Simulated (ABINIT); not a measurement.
# BaO (Fm-3m): G0W0 in ABINIT against the plane-wave cutoff, part 2 of 2

How does the gap of BaO (Fm-3m) converge in the plane-wave cutoff?

ABINIT 10.8.3; PBE and many-body steps on it, plane waves. Known limits of the many-body steps: not at the basis limit; no spin-orbit coupling.

So far. Step 5 (Empty states on the mesh, 6×6×6 mesh, 81 bands): On this mesh the gap is 1.938 eV. Step 6 (Screening, 6×6×6 mesh, 75 bands, screening to 163.3 eV): Local fields lower ε∞ by 11 %.

The database entry behind the starting cell differs from later determinations by our own check (about 0.7 % short), so it need not match the best structure at ambient conditions.

### Step 8. Screening, 6×6×6 mesh, 75 bands, screening to 163.3 eV

This step: RPA screening on PBE, plane waves, norm-conserving pseudopotentials.

The input, run.abi:

```
acell 3*1.0 Angstrom
rprim 
  -0.000000000000 2.750000000000 2.750000000000
  2.750000000000 -0.000000000000 2.750000000000
  2.750000000000 2.750000000000 -0.000000000000
ntypat 2
znucl 56 8
natom 2
typat 1 2
xred 
  0.000000000000 0.000000000000 0.000000000000
  0.500000000000 0.500000000000 0.500000000000
pp_dirpath "pseudos"
pseudos "Ba.upf, O.upf"
ecut 29
ngkpt 6 6 6
nshiftk 1
shiftk 0 0 0
kptopt 1
chksymbreak 0
istwfk *1
occopt 1
irdwfk 1
optdriver 3
nband 75
ecuteps 6
inclvkb 2
awtr 1
symchi 1
indata_prefix "in"
outdata_prefix "out"
tmpdata_prefix "tmp"
```

Launch:

```bash
$ OMP_NUM_THREADS=1 mpirun -n 8 abinit run.abi > log
```

Numbers of over 12 decimals in the logs are rounded to 6 here.

Log:

```text
.Version 10.8.3 of ABINIT. v10.8.2 released Aug 2026.

 Symmetries : space group Fm -3 m (#225); Bravais cF (face-center cubic)
[... echo of the input left out ...]
== DATASET  1 ==================================================================
-   mpi_nproc: 8, omp_nthreads: 1 (-1 if OMP is not activated)

--- !DatasetInfo
iteration_state: {dtset: 1, }
dimensions: {natom: 2, nkpt: 16, mband: 75, nsppol: 1, nspinor: 1, nspden: 1, mpw: 2121, }
cutoff_energies: {ecut:  29.0, pawecutdg:  -1.0, }
electrons: {nelect:   1.60000000E+01, charge:   0.00000000E+00, occopt:   1.00000000E+00, tsmear:   1.00000000E-02, }

 SCREENING: Calculation of the susceptibility and dielectric matrices

 Based on a program developped by R.W. Godby, V. Olevano, G. Onida, and L. Reining.
 Incorporated in ABINIT by V. Olevano, G.-M. Rignanese, and M. Torrent.
.Using double precision arithmetic ; gwpc =  8

[... cell and pseudopotentials left out ...]
--------------------------------------------------------------------------------

 ==== K-mesh for the wavefunctions ====
 Number of points in the irreducible wedge :    16
[... list of points left out ...]
 Together with 48 symmetry operations and time-reversal symmetry
 yields   216 points in the full Brillouin Zone.

 ==== Q-mesh for the screening function ====
 Number of points in the irreducible wedge :    16
[... list of points left out ...]
 Together with 48 symmetry operations and time-reversal symmetry
 yields   216 points in the full Brillouin Zone.

 setmesh: FFT mesh size selected  =    25x   25x   25
          total number of points  =        15625

 vcoul_init : cutoff-mode = AUXILIARY_FUNCTION
 q-points for optical limit:   1
     1)      0.000010    0.000020    0.000030

- screening: taking advantage of time-reversal symmetry
- Maximum band index for partially occupied states nbvw = 8
- Remaining bands to be divided among processors   nbcw = 67
- Number of bands treated by each node ~8

 Number of electrons calculated from density =   16.0000; Expected =   16.0000
 average of density, n =  0.057003
 r_s =    1.6119
 omega_plasma =   23.0305 [eV]

 calculating chi0 at frequencies [eV] :
  1    0.000000E+00    0.000000E+00
  2    0.000000E+00    2.303049E+01

--------------------------------------------------------------------------------
  q-point number  1        q = ( 0.000000, 0.000000, 0.000000) [r.l.u.]
--------------------------------------------------------------------------------
[... chi0 elements left out ...]
 For q-point:  0.000010 0.000020 0.000030
  dielectric constant =   4.0168
  dielectric constant without local fields =   4.4913

  Average fulfillment of the sum rule on Im[epsilon] for q-point    1 :     74.46  [%]
[... wings left out ...]
  q-point number  2        q = ( 0.166667, 0.000000, 0.000000) [r.l.u.]
--------------------------------------------------------------------------------
[... chi0 elements left out ...]
  Average fulfillment of the sum rule on Im[epsilon] for q-point    2 :     92.42  [%]

 [... 14 further q-points ...]
```

It took 25 s on 8 MPI ranks of Intel Xeon Platinum 8488C (Sapphire Rapids), shared host; peak memory 1.4 GiB.

Numbers from this step:

- ε∞ with local fields, on this mesh, along the program's q direction: 4.017
- the same without local fields: 4.491
- plasma frequency: 23.03 eV
- plane waves in the screening matrix: 181

### Step 9. 29 Ha

The self-energy is evaluated for the states that the input lists, and the levels follow from it, in one-shot runs by the linearised quasiparticle equation.

This step: G0W0 on PBE, plane waves, norm-conserving pseudopotentials.

run.abi: that of step 8 with these lines changed.

```diff
@@ -23,8 +23,17 @@
 irdwfk 1
-optdriver 3
+optdriver 4
 nband 75
+gwcalctyp 0
+ecutsigx 29
+symsigma 1
+nkptgw 2
+kptgw 
+  0.5000000000 0.5000000000 0.0000000000
+  0.0000000000 0.0000000000 0.0000000000
+bdgw 
+  6 10
+  6 12
 ecuteps 6
-inclvkb 2
-awtr 1
-symchi 1
+irdscr 1
+ppmodel 1
 indata_prefix "in"
```

Log:

```text
.Version 10.8.3 of ABINIT. v10.8.2 released Aug 2026.

 Symmetries : space group Fm -3 m (#225); Bravais cF (face-center cubic)
[... echo of the input left out ...]
== DATASET  1 ==================================================================
-   mpi_nproc: 8, omp_nthreads: 1 (-1 if OMP is not activated)

--- !DatasetInfo
iteration_state: {dtset: 1, }
dimensions: {natom: 2, nkpt: 16, mband: 75, nsppol: 1, nspinor: 1, nspden: 1, mpw: 2121, }
cutoff_energies: {ecut:  29.0, pawecutdg:  -1.0, }
electrons: {nelect:   1.60000000E+01, charge:   0.00000000E+00, occopt:   1.00000000E+00, tsmear:   1.00000000E-02, }

 SIGMA: Calculation of the GW corrections

 Based on a program developped by R.W. Godby, V. Olevano, G. Onida, and L. Reining.
 Incorporated in ABINIT by V. Olevano, G.-M. Rignanese, and M. Torrent.
.Using double precision arithmetic ; gwpc =  8

[... cell and pseudopotentials left out ...]
--------------------------------------------------------------------------------

 ==== K-mesh for the wavefunctions ====
 Number of points in the irreducible wedge :    16
[... list of points left out ...]
 Together with 48 symmetry operations and time-reversal symmetry
 yields   216 points in the full Brillouin Zone.

 ==== Q-mesh for screening function ====
 Number of points in the irreducible wedge :    16
[... list of points left out ...]
 Together with 48 symmetry operations and time-reversal symmetry
 yields   216 points in the full Brillouin Zone.

 vcoul_init : cutoff-mode = AUXILIARY_FUNCTION
 q-points for optical limit:   1
     1)      0.000010    0.000020    0.000030
 setmesh: FFT mesh size selected  =    36x   36x   36
          total number of points  =        46656

 Number of electrons calculated from density =   16.0000; Expected =   16.0000
[...]
number of omega for Sigma on real axis              0
 max omega for Sigma on real axis  [eV]           0.00
 zcut for avoiding poles [eV]                     0.10

 EPSILON^-1 parameters (SCR file):
 dimension of the eps^-1 matrix on file            181
 dimension of the eps^-1 matrix used               181
 number of plane-waves for wavefunctions          2085
 number of bands                                    75
 number of q-points in IBZ                          16
 number of frequencies                               2
 number of real frequencies                          1
 number of imag frequencies                          1

 matrix elements of self-energy operator (all in [eV])

 Perturbative Calculation

--- !SelfEnergy_ee
iteration_state: {dtset: 1, }
kpoint     : [   0.500,    0.500,    0.000, ]
spin       : 1
KS_gap     :    1.944
QP_gap     :    2.835
Delta_QP_KS:    0.891
data: !SigmaeeData |
     Band     E0 <VxcDFT>   SigX SigC(E0)      Z dSigC/dE  Sig(E)    E-E0       E
        6   5.560 -18.615 -23.573   4.393   0.767  -0.304 -19.048  -0.433   5.127
        7   5.560 -18.615 -23.573   4.393   0.767  -0.304 -19.048  -0.433   5.127
        8   5.771 -18.627 -23.422   4.229   0.772  -0.296 -19.064  -0.436   5.335
[...]
--- !SelfEnergy_ee
iteration_state: {dtset: 1, }
kpoint     : [   0.000,    0.000,    0.000, ]
spin       : 1
KS_gap     :    4.095
QP_gap     :    4.991
Delta_QP_KS:    0.895
data: !SigmaeeData |
     Band     E0 <VxcDFT>   SigX SigC(E0)      Z dSigC/dE  Sig(E)    E-E0       E
[...]
11  10.478  -9.827  -4.987  -3.927   0.842  -0.188  -9.059   0.768  11.245
       12  10.478  -9.827  -4.987  -3.927   0.842  -0.188  -9.059   0.768  11.245

== END DATASET(S) ==============================================================
================================================================================

 -outvars: echo values of variables after computation  --------
           etotal      0.0000000000E+00
            nband          75
             nkpt          16
          spgroup         225
 [... the other variables as echoed above ...]

 Calculation completed.
```

Wall time 6.3 s (8 MPI ranks); peak memory 1.4 GiB; 48 s of CPU time.

This step gave:

* G0W0 gap on the points computed: 2.835 eV
* starting gap on the mesh: 1.944 eV
* k of the valence top: 0.5, 0.5, 0
* k of the conduction bottom: 0.5, 0.5, 0
* Z at the valence top: 0.772
* Z at the conduction bottom: 0.847
* least direct G0W0 gap on the computed points: 2.835 eV

The gap on the mesh goes from 1.94 eV to 2.83 eV, a correction of +0.89 eV.

### Step 10. Screening, 6×6×6 mesh, 75 bands, screening to 163.3 eV

This step: RPA screening on PBE, plane waves, norm-conserving pseudopotentials.

run.abi: that of step 9 with these lines changed.

```diff
@@ -14,3 +14,3 @@
 pseudos "Ba.upf, O.upf"
-ecut 29
+ecut 36
 ngkpt 6 6 6
@@ -23,17 +23,8 @@
 irdwfk 1
-optdriver 4
+optdriver 3
 nband 75
-gwcalctyp 0
-ecutsigx 29
-symsigma 1
-nkptgw 2
-kptgw 
-  0.5000000000 0.5000000000 0.0000000000
-  0.0000000000 0.0000000000 0.0000000000
-bdgw 
-  6 10
-  6 12
 ecuteps 6
-irdscr 1
-ppmodel 1
+inclvkb 2
+awtr 1
+symchi 1
 indata_prefix "in"
```

Log:

```text
.Version 10.8.3 of ABINIT. v10.8.2 released Aug 2026.

 Symmetries : space group Fm -3 m (#225); Bravais cF (face-center cubic)
[... echo of the input left out ...]
== DATASET  1 ==================================================================
-   mpi_nproc: 8, omp_nthreads: 1 (-1 if OMP is not activated)

--- !DatasetInfo
iteration_state: {dtset: 1, }
dimensions: {natom: 2, nkpt: 16, mband: 75, nsppol: 1, nspinor: 1, nspden: 1, mpw: 2914, }
cutoff_energies: {ecut:  36.0, pawecutdg:  -1.0, }
[...]
--------------------------------------------------------------------------------
[... chi0 elements left out ...]
 For q-point:  0.000010 0.000020 0.000030
  dielectric constant =   4.0161
  dielectric constant without local fields =   4.4900

  Average fulfillment of the sum rule on Im[epsilon] for q-point    1 :     74.44  [%]
[... wings left out ...]
  q-point number  2        q = ( 0.166667, 0.000000, 0.000000) [r.l.u.]
--------------------------------------------------------------------------------
[... chi0 elements left out ...]
  Average fulfillment of the sum rule on Im[epsilon] for q-point    2 :     92.39  [%]

 [... 14 further q-points ...]
```

The job ended after 42 s (8 MPI ranks; peak memory 1.6 GiB; 5.6 min of CPU time).

This step gave:

| Item | Value |
| --- | --- |
| ε∞ with local fields, on this mesh, along the program's q direction | 4.016 |
| the same without local fields | 4.49 |
| plasma frequency | 23.03 eV |
| plane waves in the screening matrix | 181 |

### Step 11. 36 Ha

This step: G0W0 on PBE, plane waves, norm-conserving pseudopotentials.

run.abi: that of step 10 with these lines changed.

```diff
@@ -23,8 +23,17 @@
 irdwfk 1
-optdriver 3
+optdriver 4
 nband 75
+gwcalctyp 0
+ecutsigx 36
+symsigma 1
+nkptgw 2
+kptgw 
+  0.5000000000 0.5000000000 0.0000000000
+  0.0000000000 0.0000000000 0.0000000000
+bdgw 
+  6 10
+  6 12
 ecuteps 6
-inclvkb 2
-awtr 1
-symchi 1
+irdscr 1
+ppmodel 1
 indata_prefix "in"
```

Log:

```text
.Version 10.8.3 of ABINIT. v10.8.2 released Aug 2026.

 Symmetries : space group Fm -3 m (#225); Bravais cF (face-center cubic)
[... echo of the input left out ...]
== DATASET  1 ==================================================================
-   mpi_nproc: 8, omp_nthreads: 1 (-1 if OMP is not activated)

--- !DatasetInfo
iteration_state: {dtset: 1, }
dimensions: {natom: 2, nkpt: 16, mband: 75, nsppol: 1, nspinor: 1, nspden: 1, mpw: 2914, }
cutoff_energies: {ecut:  36.0, pawecutdg:  -1.0, }
[...]
Band     E0 <VxcDFT>   SigX SigC(E0)      Z dSigC/dE  Sig(E)    E-E0       E
[...]
11  10.476  -9.827  -4.987  -3.927   0.841  -0.188  -9.059   0.767  11.243
       12  10.476  -9.827  -4.987  -3.927   0.841  -0.188  -9.059   0.767  11.243

== END DATASET(S) ==============================================================
================================================================================

 -outvars: echo values of variables after computation  --------
           etotal      0.0000000000E+00
            nband          75
             nkpt          16
          spgroup         225
 [... the other variables as echoed above ...]

 Calculation completed.
```

Elapsed: 9 s, on 8 MPI ranks; peak memory 1.5 GiB; 70 s of CPU time.

This step gave:

```yaml
g0w0_gap_on_the_points_computed: 2.836 eV
starting_gap_on_the_mesh: 1.938 eV
k_of_the_valence_top: 0.5, 0.5, 0
k_of_the_conduction_bottom: 0.5, 0.5, 0
least_direct_g0w0_gap_on_the_computed_points: 2.836 eV
```

Against the run before, the gap moves by +0.001 eV.

### Step 12. Screening, 6×6×6 mesh, 75 bands, screening to 163.3 eV

This step: RPA screening on PBE, plane waves, norm-conserving pseudopotentials.

run.abi: that of step 11 with these lines changed.

```diff
@@ -14,3 +14,3 @@
 pseudos "Ba.upf, O.upf"
-ecut 36
+ecut 45
 ngkpt 6 6 6
@@ -23,17 +23,8 @@
 irdwfk 1
-optdriver 4
+optdriver 3
 nband 75
-gwcalctyp 0
-ecutsigx 36
-symsigma 1
-nkptgw 2
-kptgw 
-  0.5000000000 0.5000000000 0.0000000000
-  0.0000000000 0.0000000000 0.0000000000
-bdgw 
-  6 10
-  6 12
 ecuteps 6
-irdscr 1
-ppmodel 1
+inclvkb 2
+awtr 1
+symchi 1
 indata_prefix "in"
```

Log:

```text
.Version 10.8.3 of ABINIT. v10.8.2 released Aug 2026.

 Symmetries : space group Fm -3 m (#225); Bravais cF (face-center cubic)
[... echo of the input left out ...]
== DATASET  1 ==================================================================
-   mpi_nproc: 8, omp_nthreads: 1 (-1 if OMP is not activated)

--- !DatasetInfo
iteration_state: {dtset: 1, }
dimensions: {natom: 2, nkpt: 16, mband: 75, nsppol: 1, nspinor: 1, nspden: 1, mpw: 4088, }
cutoff_energies: {ecut:  45.0, pawecutdg:  -1.0, }
[...]
--------------------------------------------------------------------------------
[... chi0 elements left out ...]
 For q-point:  0.000010 0.000020 0.000030
  dielectric constant =   4.0163
  dielectric constant without local fields =   4.4902

  Average fulfillment of the sum rule on Im[epsilon] for q-point    1 :     74.44  [%]
[... wings left out ...]
  q-point number  2        q = ( 0.166667, 0.000000, 0.000000) [r.l.u.]
--------------------------------------------------------------------------------
[... chi0 elements left out ...]
  Average fulfillment of the sum rule on Im[epsilon] for q-point    2 :     92.39  [%]

 [... 14 further q-points ...]
```

Elapsed: 53 s, on 8 MPI ranks; peak memory 2.2 GiB.

Numbers from this step:

```
ε∞ with local fields, on this mesh, along the program's q direction : 4.016
the same without local fields                                       : 4.490
plasma frequency                                                    : 23.03 eV
plane waves in the screening matrix                                 : 181
```

### Step 13. 45 Ha

This step: G0W0 on PBE, plane waves, norm-conserving pseudopotentials.

run.abi: that of step 12 with these lines changed.

```diff
@@ -23,8 +23,17 @@
 irdwfk 1
-optdriver 3
+optdriver 4
 nband 75
+gwcalctyp 0
+ecutsigx 45
+symsigma 1
+nkptgw 2
+kptgw 
+  0.5000000000 0.5000000000 0.0000000000
+  0.0000000000 0.0000000000 0.0000000000
+bdgw 
+  6 10
+  6 12
 ecuteps 6
-inclvkb 2
-awtr 1
-symchi 1
+irdscr 1
+ppmodel 1
 indata_prefix "in"
```

Log:

```text
.Version 10.8.3 of ABINIT. v10.8.2 released Aug 2026.

 Symmetries : space group Fm -3 m (#225); Bravais cF (face-center cubic)
[... echo of the input left out ...]
== DATASET  1 ==================================================================
-   mpi_nproc: 8, omp_nthreads: 1 (-1 if OMP is not activated)

--- !DatasetInfo
iteration_state: {dtset: 1, }
dimensions: {natom: 2, nkpt: 16, mband: 75, nsppol: 1, nspinor: 1, nspden: 1, mpw: 4088, }
cutoff_energies: {ecut:  45.0, pawecutdg:  -1.0, }
[...]
Band     E0 <VxcDFT>   SigX SigC(E0)      Z dSigC/dE  Sig(E)    E-E0       E
[...]
11  10.476  -9.827  -4.987  -3.927   0.841  -0.188  -9.059   0.767  11.243
       12  10.476  -9.827  -4.987  -3.927   0.841  -0.188  -9.059   0.767  11.243

== END DATASET(S) ==============================================================
================================================================================

 -outvars: echo values of variables after computation  --------
           etotal      0.0000000000E+00
            nband          75
             nkpt          16
          spgroup         225
 [... the other variables as echoed above ...]

 Calculation completed.
```

Elapsed: 8.8 s, on 8 MPI ranks; peak memory 1.9 GiB.

Numbers from this step:

| Item | Value |
| --- | --- |
| G0W0 gap on the points computed | 2.836 eV |
| starting gap on the mesh | 1.938 eV |
| k of the valence top | 0.5, 0.5, 0 |
| k of the conduction bottom | 0.5, 0.5, 0 |
| least direct G0W0 gap on the computed points | 2.836 eV |

Against the run before, the gap moves by +0.000 eV.

### Step 14. Side by side

Times are wall times on 8 MPI ranks of Intel Xeon Platinum 8488C (Sapphire Rapids), shared host, good to a factor of about two. A run's time includes the screening step that it read.

```
  run   mesh  bands  screening cutoff (eV)  DFT gap (eV)  gap on the mesh (eV)  direct (eV)  ε∞ used  time
22 Ha  6×6×6     75                  163.3         1.927                 2.820        2.820     4.03  37 s
29 Ha  6×6×6     75                  163.3         1.944                 2.835        2.835     4.02  32 s
36 Ha  6×6×6     75                  163.3         1.938                 2.836        2.836     4.02  51 s
45 Ha  6×6×6     75                  163.3         1.938                 2.836        2.836     4.02  61 s
```

### Step 15. Results

| Item | Value |
| --- | --- |
| 22 Ha | 2.820 eV |
| 29 Ha | 2.835 eV |
| 36 Ha | 2.836 eV |
| 45 Ha | 2.836 eV |
| known limits | not at the basis limit; no spin-orbit coupling |

In words: The setting moved: plane-wave cutoff. From 22 Ha to 45 Ha the gap moves by +0.02 eV. It holds to 0.03 eV from 22 Ha on. Bands and screening cutoff are coupled, so a series along one setting does not show full convergence. Bands and cutoff are finite, so the gap is not at the basis limit. The miss can reach some tenths of an eV and take either sign; the mesh is an error of its own. In the G0W0 runs levels were corrected at 2 k points alone, so a gap called «on the mesh» is the least over those, and an edge elsewhere would be missed. The many-body steps are scalar-relativistic: spin-orbit coupling is not in them.

[Paths, hosts, dates, memory and timing lines, banners, echoed tables and standing remarks are left out of the program output.]

[Logs are printed without paths, hosts, clocks, repeated set-up lines and the standing remarks that a program may print on its own settings, such as how far it seeks lower states.]

[Runs of the session that timed out or met a known fault of the program may be left out.]

[Hosts, paths, dates, database ids (printed as entryN), source tags and the programs' standing remarks are cut or masked in the printed files.]

[G0W0 gaps are taken among the corrected bands and points alone; a level outside them can change the order at an edge.]

[Where Ansatz stands beside ABINIT at settings called matched, ABINIT's density can come from a denser mesh and the files from another edition; pairs whose starting gaps differed by over 0.03 eV were left out, so agreement reads better than it is.]
